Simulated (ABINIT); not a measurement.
ZnO (zincite):

```xyz
4
Lattice="3.2493 0.0000 0.0000 -1.6247 2.8140 0.0000 0.0000 0.0000 5.2057" Properties=species:S:1:pos:R:3 pbc="T T T"
Zn    1.6247    0.9380    0.0000
Zn    0.0000    1.8760    2.6029
O     0.0000    1.8760    4.5759
O     1.6247    0.9380    1.9730
```

- Program: ABINIT 10.8.3 (patched build)
- Task: relaxation of cell and atoms
- Functional: PBE
- Dispersion: D3
- Potentials or basis: JTH PAW PBE v2.0
- Cutoff: 626 eV
- k mesh: 7 × 7 × 4
- Occupations: fermi-dirac, width 0.05 eV
- Spin: no spin polarisation

At the start: pressure 2.8 GPa; volume 11.90 Å³/atom.

Problem. Where does the relaxation end?

Solution. Over 6 steps the energy falls by 2.4 meV/atom and the volume is 12.15 Å³/atom (+2.1 %); space group P6_3mc (No. 186, to 0.05 Å).

Step by step:
| step | energy change (eV) | largest force (eV/Å) | pressure (GPa) | volume (Å³) |
| --- | --- | --- | --- | --- |
| 1 | 0.0000 | 0.0710 | 2.78 | 47.60 |
| 2 | -0.0024 | 0.0523 | 2.46 | 47.70 |
| 3 | -0.0085 | 0.0401 | 0.46 | 48.41 |
| 4 | -0.0088 | 0.0400 | 0.24 | 48.49 |
| 5 | -0.0091 | 0.0279 | -0.02 | 48.58 |
| 6 | -0.0095 | 0.0114 | -0.10 | 48.61 |

Final structure:
```
Zn O
1.0
     3.26844    0.00000    0.00000
    -1.63422    2.83055    0.00000
     0.00000    0.00000    5.25462
Zn O
2 2
Cartesian
  1.6342 0.9435 -0.0041
  0.0000 1.8870 2.6233
  0.0000 1.8870 4.6229
  1.6342 0.9435 1.9956
```

Caveat: the log and the count of SCF iterations are those of the last ABINIT call alone.
